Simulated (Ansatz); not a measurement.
# KF: the cost of one run

Program: Ansatz 0.2.0. Level of theory: DFT LDA, scalar-relativistic, plane waves, PAW. These are calculated values, not measurements.

39 further runs of the same task are left out: 39 set aside as unsound or not needed.

## 1. The structure to begin with

Symmetry: Fm-3m, No. 225, cubic system. The conventional cell has a = 5.347 Å, b = 5.347 Å, c = 5.347 Å, α = 90.00°, β = 90.00°, γ = 90.00°. K (site symmetry m-3m) has 6 F at 2.67 Å as nearest neighbours. Around F (site symmetry m-3m) lie 6 K at 2.67 Å.

Coordinates:

```
K F
1.0
     0.00000    2.67350    2.67350
     2.67350    0.00000    2.67350
     2.67350    2.67350    0.00000
K F
1 1
Cartesian
  0.0000 0.0000 0.0000
  2.6735 2.6735 2.6735
```

Source of the structure: the Crystallography Open Database.

## 6. Plan of the scan

The energy is mapped over two homogeneous strains (x along [1 0 0], y along [0 1 0], z along [0 0 1] of the conventional cell).

First coordinate, normal strain along x: 9 values from −7.00 %. Second coordinate, normal strain along z: 9 values from −15.00 %.

Nothing else is relaxed (symmetry fixes all fractional coordinates). Energies count from the relaxed crystal. Points are written as (first, second).

(The set-up runs are not shown.)

## 7. Point (3.50 %, 0.00 %)

input.yaml

```yaml
crystal:
  lattice:
    - [0.0, 2.5817196783, 2.5817196783]
    - [2.672079867, 0.0, 2.5817196783]
    - [2.672079867, 2.5817196783, 0.0]
  atoms:
    - { symbol: K, position: [0.0, 0.0, 0.0] }
    - { symbol: F, position: [0.5, 0.5, 0.5] }
basis:
  ecutwfc: 520.0
kpoints:
  mp_grid: { grid: [8, 8, 8] }
hamiltonian:
  xc: lda
scf:
  occupations: { method: gaussian, width: 0.05 }
output:
  forces: true
  stress: true
  eigenvalues: true
```

Run with:

```console
> ansatz run input.yaml --threads 1 --pin off --max-ram 2048MiB --backend cpu --events-out ev --progress --plain --runs-dir out
```

**Question.** How long does this run take on 1 thread of Arm Neoverse V2, shared host, and how much memory does it need?

About 1.9 s, with a peak of 0.3 GiB.
